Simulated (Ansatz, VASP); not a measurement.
**One calculation of K, two programs**

```
CELL_PARAMETERS angstrom
4.64980 0.00000 0.00000
-2.32490 4.02685 0.00000
0.00000 0.00000 7.60444
ATOMIC_POSITIONS crystal
K 0.33333 0.66667 0.25000
K 0.66667 0.33333 0.75000
```

Alike in both runs: functional PBEsol; k mesh 12 × 12 × 6; occupations gaussian, width 0.1 eV; no spin polarisation.

Ansatz relaxed the structure, and its values are those at the end. VASP's run is a single point on that final structure, the one shown.

|  | VASP | Ansatz |
| --- | --- | --- |
| version | VASP 6.6.1 | Ansatz 0.2.0 |
| potentials or method | VASP PAW PBE potentials, release 64 (K_sv) | scalar-relativistic, plane waves, PAW |
| plane-wave cutoff (eV) | 520 | 420 |
| valence electrons in the cell | 18 | 18 |

```tsv
	VASP	Ansatz	Ansatz less VASP
gap on the k mesh at the Fermi level (eV)	none	none	-
pressure (GPa)	0.0	0.0	+0.01
```

A gap of «none» marks a metal or a gap that the smearing closes. With one functional, cell and mesh, what is left measures potentials, basis and numerics.

Caveats: the PAW data sets were made with another functional, which shifts forces and pressure a little (VASP).
